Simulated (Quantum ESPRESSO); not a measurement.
**Ti under changes of volume**

One of the cells (17.636 Å³/atom); the others are scaled copies at fixed shape and fractional positions:

```
Ti
1.0
     2.95000    0.00000    0.00000
    -1.47500    2.55477    0.00000
     0.00000    0.00000    4.68000
Ti
2
Direct
  0.66667 0.33333 0.75000
  0.33333 0.66667 0.25000
```

- Program: Quantum ESPRESSO 7.5
- Functional: LDA
- Potentials or basis: PseudoDojo 0.4.1 SR LDA standard
- Cutoff: 1143 eV
- Density cutoff: 4572 eV
- k mesh: 10 × 10 × 6
- Occupations: fermi-dirac, width 0.05 eV
- Spin: no spin polarisation

| volume (Å³/atom) | energy over the lowest point (meV/atom) | pressure (GPa) |
| --- | --- | --- |
| 16.577 | 0.00 | -3.4 |
| 16.930 | 10.19 | -5.7 |
| 17.283 | 25.18 | -7.8 |
| 17.636 | 44.52 | -9.7 |
| 17.988 | 67.81 | -11.4 |
| 18.341 | ? | ? |
| 18.694 | 124.83 | -14.4 |

Q: What does the run at 18.341 Å³/atom give?

A: Energy over the lowest point 94.69 meV/atom; pressure -12.9 GPa.

Worked out: A Birch-Murnaghan fit of order 3 (a polynomial in V^(-2/3)) to the other rows has its minimum at 16.11 Å³/atom, just outside them, with B0 = V·E''(V) = 126 GPa and B' = 3.5 at fixed shape and positions, which overstates the stiffness. It gives 94.69 meV/atom at 18.341 Å³/atom, against the run's 94.69, and -dE/dV = -13.0 GPa, against -12.9.

Energies are extrapolated to zero smearing.
